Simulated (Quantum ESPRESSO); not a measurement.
The system is WC.

```
W C
1.0
     0.00000    2.19268    2.19268
     2.19268    0.00000    2.19268
     2.19268    2.19268    0.00000
W C
1 1
Direct
  0.00000 0.00000 0.00000
  0.50000 0.50000 0.50000
```

Measurements of this composition are mostly on another form, of space group No. 187.

* Program: Quantum ESPRESSO 7.5
* Task: phonons and electron-phonon coupling
* Functional: PBEsol
* Potentials or basis: GBRV 1.5 PBEsol
* Cutoff: 762 eV
* Density cutoff: 6095 eV
* k mesh: 6 × 6 × 6
* Occupations: methfessel-paxton, width 0.272 eV
* Spin: no spin polarisation
* Mixing beta: 0.5
* Most SCF iterations: 120
* SCF threshold: 4e-10 Ry
* q mesh: 2 × 2 × 2

The cell and the atoms were relaxed first, to 10.30 Å³/atom (a = 3.077 Å, b = 3.077 Å, c = 3.077 Å, α = 60.00°, β = 60.00°, γ = 60.00°), and the response was taken there.

Is this structure dynamically stable at this level, and how far does the spectrum reach?

No: the interpolated spectrum has imaginary modes, down to 176i cm⁻¹ near X. The highest frequency is 674 cm⁻¹.

Phonon frequencies at the corners of the path (cm⁻¹, interpolated; i marks imaginary ones):
| point | frequencies |
| --- | --- |
| Γ | 0 0 0 452 452 452 |
| X | 176i 55i 55i 557 594 594 |
| W | 114i 114i 109 610 610 618 |
| K | 139i 28 70 600 609 623 |
| L | 88 88 139 633 633 674 |
| U | 139i 28 70 600 609 623 |

Phonon states per cell in windows of 50 cm⁻¹ (negative: imaginary):
| from (cm⁻¹) | total | W | C |
| --- | --- | --- | --- |
| -200 | 0.03 | 0.03 | 0.00 |
| -150 | 0.24 | 0.23 | 0.01 |
| -100 | 0.32 | 0.31 | 0.01 |
| -50 | 0.38 | 0.37 | 0.01 |
| 0 | 0.49 | 0.48 | 0.01 |
| 50 | 1.03 | 1.01 | 0.01 |
| 100 | 0.50 | 0.50 | 0.00 |
| 150 | 0.00 | 0.00 | 0.00 |
| 200 | 0.00 | 0.00 | 0.00 |
| 250 | 0.00 | 0.00 | 0.00 |
| 300 | 0.00 | 0.00 | 0.00 |
| 350 | 0.00 | 0.00 | 0.00 |
| 400 | 0.00 | 0.00 | 0.00 |
| 450 | 0.05 | 0.00 | 0.05 |
| 500 | 0.21 | 0.00 | 0.21 |
| 550 | 0.89 | 0.02 | 0.87 |
| 600 | 1.79 | 0.03 | 1.76 |
| 650 | 0.06 | 0.00 | 0.06 |

A q mesh this small can miss soft modes between its points.

Caveat: the k mesh is coarse (spacing up to 0.41 Å⁻¹), so the values aren't converged; the mesh is thin for the phonons of a metal; some modes are imaginary; the interpolated spectrum has imaginary branches, which spoil the λ, ω_log and α²F that the log prints; λ from interpolated matrix elements is rough: modes that symmetry makes equal can differ by tens of percent; the q mesh is small, so phonon branches between its points and thermal values are rough.
